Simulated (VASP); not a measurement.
Input of a VASP 6.6.1 run:

Contents of INCAR:

```
SYSTEM = Mg
ALGO     = Normal         ! electronic algorithm
EDIFF    = 1E-7           ! SCF threshold, eV
ENCUT    = 520            ! plane-wave cutoff, eV
GGA      = PE             ! functional
ISIF     = 2              ! what is computed and relaxed
ISMEAR   = -1             ! smearing method
LASPH    = .True.         ! aspherical terms in the spheres
LCHARG   = .False.        ! write CHGCAR
LREAL    = .False.        ! projectors in reciprocal space
LWAVE    = .False.        ! write WAVECAR
NBANDS   = 10             ! bands
NELM     = 80             ! most SCF steps
PREC     = Accurate       ! precision mode
SIGMA    = 0.05           ! smearing width, eV
```

KPOINTS

```
k-points
0
Gamma
  6 6 6
  0 0 0
```

The input POSCAR:

```
Mg
1.0
    4.3904300000      0.0000000000      0.0000000000
    0.0000000000      4.3904300000      0.0000000000
    0.0000000000      0.0000000000      4.3904300000
Mg
3
Direct
    0.0000000000      0.5000000000      0.5000000000
    0.5000000000      0.0000000000      0.5000000000
    0.5000000000      0.5000000000      0.0000000000
```

Potentials or basis: VASP PAW PBE potentials, release 64 (Mg).

Launch:

```console
$ cat potpaw_PBE.64/Mg/POTCAR > POTCAR
$ mpirun -np 1 vasp_std > vasp.out
```

(1) Estimate the band gap on the k mesh.

(2) What does it give for the pressure?

Answers

(1) none (metal or under the smearing width).

(2) 0.0 GPa.
